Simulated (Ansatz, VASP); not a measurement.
## BaZrO3: VASP beside Ansatz

The input INCAR:

```
SYSTEM = BaZrO3
  PREC = Accurate
  ENCUT = 520
  EDIFF = 1E-6
  ISMEAR = 0
  SIGMA = 0.02
  LREAL = .False.
  LASPH = .True.
  NELM = 80
  ALGO = Normal
  ISIF = 2
  LWAVE = .False.
  LCHARG = .False.
  GGA = PE
  NBANDS = 28
```

File KPOINTS:

```
Automatic mesh
0
Gamma
  6 6 6
  0 0 0
```

The input POSCAR:

```
BaZrO3
1.0
    4.1408698133      0.0000000000      0.0000000000
    0.0000000000      4.1408698133      0.0000000000
    0.0000000000      0.0000000000      4.1408698133
Ba Zr O
1 1 3
Direct
    0.0000000000      0.0000000000      0.0000000000
    0.5000000000      0.5000000000      0.5000000000
    0.0000000000      0.5000000000      0.5000000000
    0.5000000000      0.0000000000      0.5000000000
    0.5000000000      0.5000000000      0.0000000000
```

Input for Ansatz:

```yaml
crystal:
  lattice:
    - [4.1408698133, 0.0, 0.0]
    - [0.0, 4.1408698133, 0.0]
    - [0.0, 0.0, 4.1408698133]
  atoms:
    - { symbol: Ba, position: [0.0, 0.0, 0.0] }
    - { symbol: Zr, position: [0.5, 0.5, 0.5] }
    - { symbol: O, position: [0.0, 0.5, 0.5] }
    - { symbol: O, position: [0.5, 0.0, 0.5] }
    - { symbol: O, position: [0.5, 0.5, 0.0] }
basis:
  ecutwfc: 420
kpoints:
  mp_grid: { grid: [6, 6, 6] }
hamiltonian:
  xc: pbe
scf:
  occupations: { method: gaussian, width: 0.02 }
output:
  forces: true
  stress: true
  eigenvalues: true
```

Alike in both runs: task single point; functional PBE; k mesh 6 × 6 × 6; occupations gaussian, width 0.02 eV; no spin polarisation.

|  | VASP | Ansatz |
| --- | --- | --- |
| version | VASP 6.6.1 | Ansatz 0.2.0 |
| potentials or method | VASP PAW PBE potentials, release 64 (Ba_sv, Zr_sv, O) | scalar-relativistic, plane waves, PAW |
| plane-wave cutoff (eV) | 520 | 420 |
| valence electrons in the cell | 40 | 40 |

|  | VASP | Ansatz | Ansatz less VASP |
| --- | --- | --- | --- |
| gap on the k mesh at the Fermi level (eV) | 3.27 | 3.32 | +0.056 |
| least direct gap on the mesh (eV) | 3.45 | 3.47 | +0.025 |
| pressure (GPa) | 11.8 | 10.6 | -1.23 |

Caveats: spin-orbit coupling is left out, which moves the levels of the heavy elements. A hybrid or GW would open this gap; PBE tends to underestimate it. A k mesh can miss the band edges.
